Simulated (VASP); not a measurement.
The system is Pd.

```
CELL_PARAMETERS angstrom
2.74965 0.00000 0.00000
-1.37483 2.38127 0.00000
0.00000 0.00000 4.49018
ATOMIC_POSITIONS crystal
Pd 0.33333 0.66667 0.25000
Pd 0.66667 0.33333 0.75000
```

This isn't the form of Pd at room conditions, which is fcc.

```yaml
Program: VASP 6.6.1
Task: relaxation of cell and atoms
Functional: PBE
Potentials_or_basis: VASP PAW PBE potentials, release 64 (Pd)
Cutoff: 600 eV
k_mesh: 18 × 18 × 10
Occupations: gaussian, width 0.1 eV
Spin: no spin polarisation
```

At the start: pressure 8.4 GPa; volume 14.70 Å³/atom.

Problem. How do energy, volume and symmetry change on relaxing?

Solution. Over 10 steps the energy falls by 19.7 meV/atom and the volume is 15.37 Å³/atom (+4.5 %); space group P6_3/mmc (No. 194, to 0.05 Å).

The path:
| step | energy change (eV) | largest force (eV/Å) | pressure (GPa) | volume (Å³) |
| --- | --- | --- | --- | --- |
| 1 | 0.0000 | 0.0000 | 8.41 | 29.40 |
| 2 | 0.0246 | 0.0000 | -9.06 | 32.81 |
| 3 | -0.0360 | 0.0000 | -0.31 | 30.80 |
| 4 | -0.0360 | 0.0000 | -0.20 | 30.78 |
| 5 | -0.0386 | 0.0000 | -0.06 | 30.74 |
| 6 | -0.0393 | 0.0000 | 0.07 | 30.72 |
| 7 | -0.0394 | 0.0000 | 0.13 | 30.71 |
| 8 | -0.0394 | 0.0000 | 0.11 | 30.71 |
| 9 | -0.0394 | 0.0000 | -0.14 | 30.76 |
| 10 | -0.0394 | 0.0000 | 0.02 | 30.73 |

Final structure:
```
Pd
1.0
     2.76587    0.00000    0.00000
    -1.38293    2.39531    0.00000
     0.00000    0.00000    4.63872
Pd
2
Direct
  0.33333 0.66667 0.25000
  0.66667 0.33333 0.75000
```
